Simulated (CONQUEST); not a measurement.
Sb:

```
Sb
1.0
     4.30840    0.00000    0.00000
     0.00000    7.46237    0.00000
     0.00000    0.00000   11.27400
Sb
12
Direct
  0.00000 0.00000 0.23349
  0.00000 0.33333 0.90016
  0.00000 0.66667 0.56682
  0.50000 0.16667 0.56682
  0.50000 0.50000 0.23349
  0.50000 0.83333 0.90016
  0.00000 0.00000 0.76651
  0.00000 0.33333 0.43318
  0.00000 0.66667 0.09984
  0.50000 0.16667 0.09984
  0.50000 0.50000 0.76651
  0.50000 0.83333 0.43318
```

```yaml
Program: CONQUEST 1.3
Task: single point
Functional: PBEsol
Potentials_or_basis: PseudoDojo NC PBEsol, DZP, grid cutoff 120 Ha
k_mesh: 6 × 4 × 3
Occupations: fermi-dirac, width 0.05 eV
Spin: no spin polarisation
```

On this cell: pressure 0.6 GPa; largest force 0.289 eV/Å; band gap on the k mesh 0.19 eV.

The same run follows on a disturbed copy (atoms moved at random, drawn with an rms of 0.05 Å):

```
CELL_PARAMETERS angstrom
4.30840 0.00000 0.00000
0.00000 7.46237 0.00000
0.00000 0.00000 11.27400
ATOMIC_POSITIONS crystal
Sb 0.49514 0.16924 0.57083
Sb 0.49514 0.50257 0.23750
Sb 0.49514 0.83590 0.90416
Sb 0.99514 0.00257 0.23750
Sb 0.99514 0.33590 0.90416
Sb 0.99514 0.66924 0.57083
Sb 0.00256 0.00839 0.76673
Sb 0.00256 0.34172 0.43340
Sb 0.00256 0.67505 0.10007
Sb 0.50256 0.17505 0.10007
Sb 0.50256 0.50839 0.76673
Sb 0.50256 0.84172 0.43340
```

Problem. What does the disturbed cell give?

Solution. The energy moves by -1.1 meV/atom; pressure 0.1 GPa; largest force 0.177 eV/Å; band gap on the k mesh none (metal or under the smearing width).

Forces in eV/Å, atoms in the order of the input:
```
Sb   0.063  0.138  0.091
Sb   0.063  0.138  0.091
Sb   0.063  0.138  0.091
Sb   0.063  0.138  0.091
Sb   0.063  0.138  0.091
Sb   0.063  0.138  0.091
Sb  -0.056 -0.131 -0.094
Sb  -0.056 -0.131 -0.094
Sb  -0.056 -0.131 -0.094
Sb  -0.056 -0.131 -0.094
Sb  -0.056 -0.131 -0.094
Sb  -0.056 -0.131 -0.094
```

Stress tensor (GPa, compression positive):
```
 0.13 -0.06  0.33
-0.06  0.72  0.54
 0.33  0.54 -0.66
```

The forces don't sum to zero, so they hold noise of the program's grid.

Caveats: the box holds several primitive cells, so bands are folded and the points are those of the box's own zone; the basis of atomic orbitals isn't converged, which shifts pressures, moduli and gaps; spin-orbit coupling is left out, which moves the levels of the heavy elements (some runs); an odd mesh through Γ misses points on the zone boundary, where band edges often lie (some runs).
